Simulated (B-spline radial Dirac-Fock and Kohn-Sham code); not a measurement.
**The Ni-like isoelectronic sequence (28 electrons), Z = 52 to 59**

Model: multi-electron Dirac-Fock with separately optimised hole states, Breit and Lamb-shift corrections added in first order. Program: a radial atomic solver. Binding energies in eV, tabulated ground configurations ([Ar] 3d10 throughout). Correlation and solid-state effects are left out.

| ion | 2p1/2 | 2p3/2 | 3s | outermost level | NIST ionisation energy |
| --- | --- | --- | --- | --- | --- |
| Te²⁴⁺ | 5392.1 | 5119.9 | 1734.9 | 1304.5 (3d5/2) | 1304 ± 4 |
| I²⁵⁺ | 5681.2 | 5384.9 | 1845.5 | 1397.6 (3d5/2) | 1397 ± 4 |
| Xe²⁶⁺ | 5979.0 | 5656.9 | 1959.7 | 1493.6 (3d5/2) | 1493 ± 4 |
| Cs²⁷⁺ | 6285.5 | 5935.8 | 2077.6 | 1592.7 (3d5/2) | 1592 ± 4 |
| Ba²⁸⁺ | 6600.7 | 6221.7 | 2199.1 | 1694.9 (3d5/2) | 1695 ± 4 |
| La²⁹⁺ | 6924.9 | 6514.6 | 2324.2 | 1800.0 (3d5/2) | 1800 ± 4 |
| Ce³⁰⁺ | ? | ? | ? | ? | ? |
| Pr³¹⁺ | 7600.3 | 7121.3 | 2585.7 | 2019.5 (3d5/2) | 2019 ± 4 |

Q: Fill in the row of Ce³⁰⁺.

A: 2p1/2 7258.1, 2p3/2 6814.4, 3s 2453.1, outermost 1908.2 (3d5/2), NIST 1908 ± 4 eV.

NIST's values are for the lowest levels; a dash marks a value that is missing or belongs to another shell. Their kind here: theoretical. 

Values without a named source are computed, but for edge energies of neutral atoms, which are taken from tables.
